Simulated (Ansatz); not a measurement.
The system is BaH2.

```xyz
6
Lattice="4.4620 0.0000 0.0000 -2.2310 3.8642 0.0000 0.0000 0.0000 6.0553" Properties=species:S:1:pos:R:3 pbc="T T T"
Ba    0.0000    2.5762    1.5138
Ba    2.2310    1.2881    4.5415
H     0.0000    0.0000    0.0000
H     0.0000    0.0000    3.0276
H     2.2310    1.2881    1.5138
H     0.0000    2.5762    4.5415
```

The cell comes from a database or a generator and needn't be the stable form of this composition.

| Property | Result |
| --- | --- |
| Program | Ansatz 0.2.0 |
| Task | relaxation of cell and atoms |
| Functional | BLYP |
| Dispersion | D4 |
| Potentials or basis | Ansatz PAW |
| Cutoff | 420 eV (not typed: the program's choice for these potentials) |
| k mesh | 7 × 7 × 5 |
| Occupations | fermi-dirac, width 0.05 eV |
| Spin | no spin polarisation |

At the start: volume 17.40 Å³/atom.

Q: How do energy, volume and symmetry change on relaxing?

A: It ends after 5 steps and the volume is 16.77 Å³/atom (-3.6 %); space group P6_3/mmc (No. 194, to 0.05 Å).

The path:
```
step  energy change (eV)  largest force (eV/Å)  volume (Å³)
   1              0.0000                0.0000       104.41
   2             -0.0154                0.0000        98.91
   3             -0.0189                0.0000       100.86
   4             -0.0191                0.0000       100.64
   5             -0.0170                0.0000       100.64
```

Final structure:
```
Ba H
1.0
     4.39428    0.00000    0.00000
    -2.19714    3.80556    0.00000
     0.00000    0.00000    6.01835
Ba H
2 4
Direct
  0.33333 0.66667 0.25000
  0.66667 0.33333 0.75000
  0.00000 0.00000 0.00000
  0.00000 0.00000 0.50000
  0.66667 0.33333 0.25000
  0.33333 0.66667 0.75000
```

Caveat: the plane-wave basis is chosen anew once the cell has moved, so the energies of steps on either side of that aren't comparable; the PAW data sets come from PBE, with cores solved anew for the run's functional, which leaves a small shift of forces and pressure.
